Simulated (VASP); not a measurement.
CdF2:

```xyz
3
Lattice="0.0000 2.6940 2.6940 2.6940 0.0000 2.6940 2.6940 2.6940 0.0000" Properties=species:S:1:pos:R:3 pbc="T T T"
Cd    0.0000    0.0000    0.0000
F     1.3470    1.3470    1.3470
F     4.0410    4.0410    4.0410
```

- Program: VASP 6.6.1
- Task: relaxation of cell and atoms
- Functional: PBE
- Potentials or basis: VASP PAW PBE potentials, release 64 (Cd, F)
- Cutoff: 600 eV
- k mesh: 10 × 10 × 10
- Occupations: gaussian, width 0.03 eV
- Spin: no spin polarisation

At the start: pressure 6.0 GPa; volume 13.03 Å³/atom.

**Question.** Where does the relaxation end?

**Answer.** Over 3 steps the energy falls by 13.4 meV/atom and the volume is 13.78 Å³/atom (+5.8 %); space group Fm-3m (No. 225, to 0.05 Å).

The path:
| step | energy change (eV) | largest force (eV/Å) | pressure (GPa) | volume (Å³) |
| --- | --- | --- | --- | --- |
| 1 | 0.0000 | 0.0000 | 6.03 | 39.10 |
| 2 | -0.0378 | 0.0000 | -1.27 | 41.95 |
| 3 | -0.0401 | 0.0000 | 0.02 | 41.35 |

Final structure:
```
Cd F
1.0
     0.00000    2.74473    2.74473
     2.74473    0.00000    2.74473
     2.74473    2.74473    0.00000
Cd F
1 2
Cartesian
  0.0000 0.0000 0.0000
  1.3724 1.3724 1.3724
  4.1171 4.1171 4.1171
```
